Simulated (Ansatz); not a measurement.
Born–Oppenheimer molecular dynamics of a periodic cell of 24 atoms, Li₂O (host Li2O, host structure Fm-3m). It starts from a structure without forces on its atoms.

The calculation used DFT PBE, scalar-relativistic, plane waves, PAW in Ansatz 0.2.0. Settings: accuracy low, cutoff 420 eV, k mesh 2x2x2, fermi-dirac smearing 0.05 eV, no spin polarisation.

```json
{
  "ensemble": "NVT, Nosé–Hoover chain",
  "time step": "1 fs",
  "steps asked": "260",
  "set temperature": "500 K",
  "thermostat": "time constant 50 fs, chain length 1",
  "seed": "948955"
}
```

Frames 2 fs apart, positions in Å, forces in eV/Å.

Velocities at 130.0 fs (Å/ps):

```
Li -0.83 10.75 14.54
Li -0.16 -3.17 -7.62
O 0.81 -3.19 0.38
Li 2.30 -0.40 0.69
Li 14.99 -4.55 10.67
O -2.67 14.54 7.50
Li -13.47 -8.14 14.55
Li 6.61 10.46 1.21
O -0.89 -10.89 10.75
Li -15.57 -11.31 7.02
Li 4.21 2.35 1.49
O -7.03 4.15 -4.95
Li -2.01 -6.26 -16.69
Li 7.01 -6.10 22.07
O 7.05 -8.49 1.54
Li 8.62 -1.26 8.06
Li 12.29 -5.01 4.49
O -4.50 8.54 -8.58
Li -6.53 -16.23 -2.70
Li -0.28 9.64 -9.29
O 2.68 -4.30 -12.17
Li -0.34 18.64 -16.29
Li 6.94 4.31 -2.64
O -5.75 2.36 -7.30
```

```xyz
24
Lattice="0.0000 4.6230 4.6230 4.6230 0.0000 4.6230 4.6230 4.6230 0.0000" Properties=species:S:1:pos:R:3:forces:R:3 time_fs=130.0 energy_less_start_eV=2.191 T=838
Li 1.117 1.107 1.012 0.92 0.43 1.05
Li 3.366 3.179 3.485 1.38 1.21 -0.23
O 0.046 0.038 -0.031 -0.16 -0.32 0.44
Li 3.343 3.656 1.281 0.92 -1.13 -0.32
Li 5.784 5.775 3.523 -0.72 -0.50 -0.52
O 2.176 2.264 0.007 0.96 0.55 0.12
Li 3.412 1.069 3.565 0.14 -0.03 -1.05
Li 5.755 3.615 5.793 -0.40 -0.38 -0.60
O 2.301 -0.011 2.472 0.42 -0.34 -1.00
Li 5.829 3.470 3.428 -0.50 0.01 0.33
Li 8.318 5.815 5.721 -0.55 -0.32 0.33
O 4.601 2.321 2.360 0.08 0.15 -0.40
Li 1.327 3.333 3.357 -1.35 0.79 -0.14
Li 3.639 5.735 5.620 -0.55 0.85 1.31
O -0.065 2.215 2.268 0.73 0.84 0.37
Li 3.367 5.675 3.490 0.33 0.35 -0.41
Li 5.889 8.078 5.765 -0.82 0.38 0.14
O 2.275 4.729 2.228 0.34 -1.00 0.89
Li 3.525 3.349 5.835 -0.17 0.88 0.21
Li 5.726 5.835 8.081 -0.18 -0.20 -0.28
O 2.216 2.299 4.529 1.26 0.18 0.87
Li 6.151 5.915 5.840 -1.75 -0.04 -0.16
Li 8.179 8.187 8.317 -0.46 -1.07 -0.97
O 4.614 4.712 4.597 0.13 -1.29 0.02
24
Lattice="0.0000 4.6230 4.6230 4.6230 0.0000 4.6230 4.6230 4.6230 0.0000" Properties=species:S:1:pos:R:3:forces:R:3 time_fs=132.0 energy_less_start_eV=2.270 T=836
Li 1.118 1.130 1.044 0.90 0.28 0.80
Li 3.370 3.176 3.469 1.29 1.25 -0.17
O 0.048 0.032 -0.030 -0.04 -0.12 0.49
Li 3.350 3.653 1.282 0.87 -1.06 -0.38
Li 5.812 5.764 3.543 -0.95 -0.60 -0.69
O 2.172 2.294 0.022 0.90 0.35 0.10
Li 3.385 1.053 3.592 0.31 -0.02 -1.07
Li 5.767 3.635 5.794 -0.46 -0.36 -0.72
O 2.300 -0.034 2.492 0.46 -0.32 -1.09
Li 5.796 3.447 3.443 -0.34 0.21 0.29
Li 8.324 5.818 5.725 -0.56 -0.52 0.33
O 4.586 2.330 2.350 0.20 0.07 -0.39
Li 1.319 3.323 3.323 -1.28 0.79 0.01
Li 3.651 5.725 5.668 -0.56 0.77 1.10
O -0.050 2.199 2.271 0.65 0.99 0.35
Li 3.385 5.674 3.505 0.19 0.38 -0.44
Li 5.911 8.069 5.774 -0.96 0.60 0.06
O 2.266 4.745 2.211 0.36 -0.85 0.86
Li 3.511 3.319 5.830 -0.01 0.97 0.22
Li 5.725 5.854 8.062 -0.15 -0.35 -0.10
O 2.223 2.290 4.506 1.29 0.41 0.98
Li 6.145 5.952 5.807 -1.70 -0.43 0.15
Li 8.191 8.192 8.309 -0.55 -1.16 -0.91
O 4.602 4.715 4.582 0.13 -1.29 0.23
24
Lattice="0.0000 4.6230 4.6230 4.6230 0.0000 4.6230 4.6230 4.6230 0.0000" Properties=species:S:1:pos:R:3:forces:R:3 time_fs=134.0 energy_less_start_eV=2.315 T=845
Li 1.124 1.155 1.081 0.86 0.13 0.53
Li 3.381 3.180 3.452 1.10 1.25 -0.06
O 0.049 0.025 -0.027 0.04 0.03 0.50
Li 3.362 3.643 1.280 0.77 -0.94 -0.45
Li 5.835 5.750 3.560 -1.14 -0.66 -0.82
O 2.170 2.326 0.038 0.84 0.15 0.07
Li 3.360 1.036 3.612 0.47 -0.02 -1.04
Li 5.777 3.653 5.790 -0.49 -0.33 -0.80
O 2.300 -0.057 2.510 0.47 -0.28 -1.19
Li 5.761 3.426 3.460 -0.16 0.41 0.25
Li 8.328 5.819 5.730 -0.56 -0.67 0.32
O 4.573 2.339 2.338 0.35 -0.01 -0.39
Li 1.304 3.317 3.289 -1.12 0.74 0.20
Li 3.661 5.720 5.723 -0.54 0.62 0.80
O -0.033 2.185 2.276 0.53 1.12 0.33
Li 3.405 5.674 3.518 0.04 0.42 -0.46
Li 5.929 8.064 5.784 -1.05 0.80 -0.03
O 2.258 4.760 2.197 0.38 -0.69 0.79
Li 3.497 3.293 5.827 0.14 1.02 0.21
Li 5.723 5.871 8.041 -0.10 -0.50 0.07
O 2.233 2.283 4.484 1.27 0.65 1.05
Li 6.130 5.987 5.774 -1.61 -0.79 0.44
Li 8.201 8.191 8.295 -0.62 -1.18 -0.80
O 4.591 4.715 4.568 0.12 -1.25 0.48
24
Lattice="0.0000 4.6230 4.6230 4.6230 0.0000 4.6230 4.6230 4.6230 0.0000" Properties=species:S:1:pos:R:3:forces:R:3 time_fs=136.0 energy_less_start_eV=2.332 T=861
Li 1.135 1.181 1.121 0.82 -0.02 0.24
Li 3.398 3.191 3.434 0.81 1.21 0.10
O 0.051 0.017 -0.023 0.09 0.12 0.47
Li 3.379 3.627 1.276 0.62 -0.79 -0.51
Li 5.852 5.732 3.572 -1.25 -0.65 -0.90
O 2.169 2.357 0.054 0.77 -0.05 0.03
Li 3.337 1.019 3.628 0.63 -0.02 -0.95
Li 5.784 3.670 5.783 -0.47 -0.30 -0.85
O 2.301 -0.082 2.526 0.46 -0.21 -1.29
Li 5.725 3.406 3.478 0.04 0.58 0.19
Li 8.329 5.816 5.738 -0.56 -0.78 0.29
O 4.560 2.348 2.326 0.54 -0.09 -0.36
Li 1.283 3.315 3.255 -0.88 0.67 0.41
Li 3.667 5.717 5.783 -0.53 0.42 0.45
O -0.014 2.174 2.281 0.35 1.22 0.33
Li 3.425 5.677 3.528 -0.13 0.46 -0.47
Li 5.940 8.062 5.794 -1.10 0.96 -0.11
O 2.251 4.772 2.184 0.41 -0.55 0.71
Li 3.484 3.274 5.824 0.25 1.04 0.18
Li 5.721 5.885 8.021 -0.03 -0.63 0.24
O 2.246 2.277 4.465 1.19 0.84 1.08
Li 6.106 6.019 5.743 -1.49 -1.08 0.65
Li 8.207 8.184 8.278 -0.64 -1.16 -0.64
O 4.580 4.712 4.554 0.11 -1.19 0.73
24
Lattice="0.0000 4.6230 4.6230 4.6230 0.0000 4.6230 4.6230 4.6230 0.0000" Properties=species:S:1:pos:R:3:forces:R:3 time_fs=138.0 energy_less_start_eV=2.331 T=882
Li 1.150 1.206 1.164 0.77 -0.15 -0.05
Li 3.420 3.208 3.417 0.46 1.15 0.28
O 0.052 0.010 -0.018 0.10 0.16 0.39
Li 3.399 3.608 1.269 0.43 -0.62 -0.57
Li 5.862 5.710 3.579 -1.27 -0.57 -0.92
O 2.171 2.390 0.070 0.70 -0.25 -0.02
Li 3.317 1.001 3.638 0.76 -0.01 -0.82
Li 5.789 3.685 5.770 -0.41 -0.27 -0.85
O 2.303 -0.107 2.538 0.44 -0.12 -1.38
Li 5.688 3.389 3.498 0.25 0.69 0.13
Li 8.327 5.809 5.747 -0.54 -0.83 0.25
O 4.548 2.357 2.312 0.75 -0.16 -0.31
Li 1.256 3.316 3.223 -0.59 0.60 0.63
Li 3.671 5.717 5.846 -0.55 0.20 0.07
O 0.005 2.165 2.287 0.12 1.27 0.32
Li 3.444 5.683 3.536 -0.29 0.49 -0.47
Li 5.946 8.066 5.803 -1.11 1.06 -0.19
O 2.245 4.784 2.173 0.41 -0.43 0.64
Li 3.472 3.259 5.822 0.33 1.01 0.13
Li 5.718 5.896 8.002 0.03 -0.74 0.38
O 2.262 2.272 4.449 1.03 0.95 1.11
Li 6.073 6.044 5.716 -1.33 -1.24 0.75
Li 8.210 8.170 8.256 -0.63 -1.08 -0.44
O 4.569 4.706 4.543 0.13 -1.13 0.96
24
Lattice="0.0000 4.6230 4.6230 4.6230 0.0000 4.6230 4.6230 4.6230 0.0000" Properties=species:S:1:pos:R:3:forces:R:3 time_fs=140.0 energy_less_start_eV=2.325 T=902
Li 1.170 1.232 1.206 0.73 -0.26 -0.34
Li 3.444 3.233 3.401 0.07 1.07 0.45
O 0.054 0.004 -0.013 0.09 0.16 0.27
Li 3.422 3.584 1.258 0.21 -0.43 -0.62
Li 5.866 5.685 3.581 -1.19 -0.41 -0.89
O 2.175 2.422 0.087 0.64 -0.46 -0.10
Li 3.301 0.983 3.643 0.86 0.02 -0.64
Li 5.791 3.699 5.752 -0.31 -0.23 -0.79
O 2.306 -0.133 2.548 0.40 0.00 -1.46
Li 5.653 3.376 3.519 0.47 0.74 0.05
Li 8.321 5.797 5.758 -0.51 -0.81 0.22
O 4.537 2.365 2.297 0.97 -0.21 -0.22
Li 1.226 3.321 3.195 -0.26 0.55 0.84
Li 3.672 5.718 5.910 -0.59 -0.03 -0.30
O 0.025 2.160 2.294 -0.17 1.27 0.31
Li 3.462 5.691 3.541 -0.44 0.50 -0.45
Li 5.946 8.076 5.812 -1.07 1.09 -0.27
O 2.240 4.795 2.163 0.40 -0.34 0.58
Li 3.462 3.251 5.821 0.36 0.95 0.06
Li 5.716 5.904 7.985 0.10 -0.82 0.49
O 2.281 2.271 4.434 0.79 0.94 1.14
Li 6.032 6.064 5.692 -1.11 -1.27 0.74
Li 8.210 8.150 8.232 -0.60 -0.97 -0.21
O 4.558 4.698 4.533 0.15 -1.05 1.13
24
Lattice="0.0000 4.6230 4.6230 4.6230 0.0000 4.6230 4.6230 4.6230 0.0000" Properties=species:S:1:pos:R:3:forces:R:3 time_fs=142.0 energy_less_start_eV=2.329 T=918
Li 1.195 1.256 1.247 0.67 -0.34 -0.61
Li 3.469 3.264 3.387 -0.31 0.95 0.59
O 0.056 -0.003 -0.006 0.06 0.12 0.13
Li 3.446 3.558 1.245 0.00 -0.25 -0.67
Li 5.862 5.657 3.578 -1.04 -0.21 -0.80
O 2.180 2.453 0.103 0.59 -0.67 -0.19
Li 3.290 0.966 3.646 0.90 0.06 -0.43
Li 5.792 3.712 5.730 -0.20 -0.18 -0.65
O 2.310 -0.159 2.554 0.36 0.16 -1.51
Li 5.619 3.367 3.540 0.67 0.70 -0.04
Li 8.313 5.780 5.771 -0.47 -0.73 0.17
O 4.529 2.373 2.282 1.19 -0.23 -0.08
Li 1.194 3.329 3.170 0.08 0.54 1.03
Li 3.670 5.719 5.974 -0.65 -0.26 -0.63
O 0.045 2.157 2.302 -0.48 1.20 0.29
Li 3.478 5.702 3.544 -0.55 0.49 -0.41
Li 5.939 8.093 5.819 -0.99 1.05 -0.34
O 2.236 4.804 2.155 0.37 -0.27 0.55
Li 3.454 3.247 5.821 0.37 0.84 -0.03
Li 5.714 5.906 7.970 0.15 -0.85 0.58
O 2.303 2.271 4.423 0.50 0.84 1.17
Li 5.984 6.076 5.672 -0.85 -1.19 0.65
Li 8.206 8.124 8.206 -0.56 -0.83 0.01
O 4.547 4.686 4.526 0.18 -0.95 1.24
24
Lattice="0.0000 4.6230 4.6230 4.6230 0.0000 4.6230 4.6230 4.6230 0.0000" Properties=species:S:1:pos:R:3:forces:R:3 time_fs=144.0 energy_less_start_eV=2.355 T=923
Li 1.223 1.279 1.285 0.59 -0.37 -0.83
Li 3.493 3.300 3.377 -0.65 0.79 0.65
O 0.059 -0.009 0.001 0.04 0.08 -0.02
Li 3.470 3.530 1.227 -0.21 -0.08 -0.70
Li 5.854 5.628 3.571 -0.84 0.02 -0.68
O 2.186 2.483 0.119 0.55 -0.88 -0.32
Li 3.284 0.948 3.645 0.90 0.12 -0.20
Li 5.792 3.724 5.704 -0.08 -0.14 -0.45
O 2.316 -0.185 2.556 0.30 0.34 -1.54
Li 5.589 3.361 3.561 0.87 0.60 -0.15
Li 8.302 5.760 5.784 -0.41 -0.59 0.12
O 4.524 2.381 2.267 1.38 -0.24 0.10
Li 1.163 3.341 3.151 0.42 0.55 1.18
Li 3.663 5.718 6.034 -0.72 -0.46 -0.91
O 0.063 2.157 2.311 -0.80 1.07 0.25
Li 3.491 5.716 3.545 -0.64 0.44 -0.34
Li 5.927 8.115 5.824 -0.88 0.93 -0.40
O 2.232 4.814 2.148 0.31 -0.23 0.54
Li 3.447 3.248 5.820 0.34 0.71 -0.13
Li 5.713 5.904 7.959 0.19 -0.84 0.63
O 2.325 2.273 4.414 0.19 0.68 1.18
Li 5.932 6.082 5.656 -0.54 -1.03 0.52
Li 8.199 8.094 8.180 -0.51 -0.68 0.22
O 4.537 4.673 4.522 0.19 -0.80 1.28
24
Lattice="0.0000 4.6230 4.6230 4.6230 0.0000 4.6230 4.6230 4.6230 0.0000" Properties=species:S:1:pos:R:3:forces:R:3 time_fs=146.0 energy_less_start_eV=2.414 T=916
Li 1.255 1.300 1.319 0.48 -0.36 -1.01
Li 3.513 3.341 3.370 -0.94 0.60 0.63
O 0.061 -0.015 0.008 0.03 0.04 -0.16
Li 3.494 3.502 1.205 -0.39 0.08 -0.69
Li 5.840 5.599 3.560 -0.62 0.24 -0.56
O 2.194 2.511 0.135 0.51 -1.10 -0.46
Li 3.283 0.931 3.644 0.86 0.19 0.04
Li 5.791 3.735 5.676 0.04 -0.09 -0.18
O 2.321 -0.210 2.554 0.25 0.56 -1.52
Li 5.564 3.359 3.582 1.03 0.42 -0.29
Li 8.289 5.736 5.798 -0.33 -0.41 0.06
O 4.522 2.388 2.251 1.49 -0.24 0.30
Li 1.133 3.355 3.139 0.72 0.57 1.29
Li 3.653 5.715 6.090 -0.76 -0.60 -1.12
O 0.080 2.160 2.320 -1.08 0.88 0.20
Li 3.501 5.733 3.543 -0.68 0.36 -0.25
Li 5.911 8.143 5.827 -0.74 0.75 -0.45
O 2.229 4.823 2.142 0.23 -0.22 0.56
Li 3.442 3.253 5.819 0.29 0.56 -0.22
Li 5.713 5.897 7.951 0.22 -0.79 0.65
O 2.348 2.278 4.408 -0.10 0.48 1.17
Li 5.876 6.082 5.642 -0.22 -0.82 0.38
Li 8.189 8.059 8.155 -0.47 -0.51 0.40
O 4.527 4.657 4.521 0.18 -0.59 1.25
```

Of the whole run (260 fs, mean temperature of the second half 687 K): The conserved energy stayed within 0.24 meV per atom of its start (net change 0.064 meV per atom), so the integration is sound. The mean temperature of the second half is 37 % above the set value. A run of 0.26 ps of so small a system gives no equilibrium averages. Limits of this set-up: coarse k mesh, low accuracy level.

Run time: 11 min on 1 thread of Arm Neoverse V2, with other jobs on the host, peak memory 0.52 GiB.
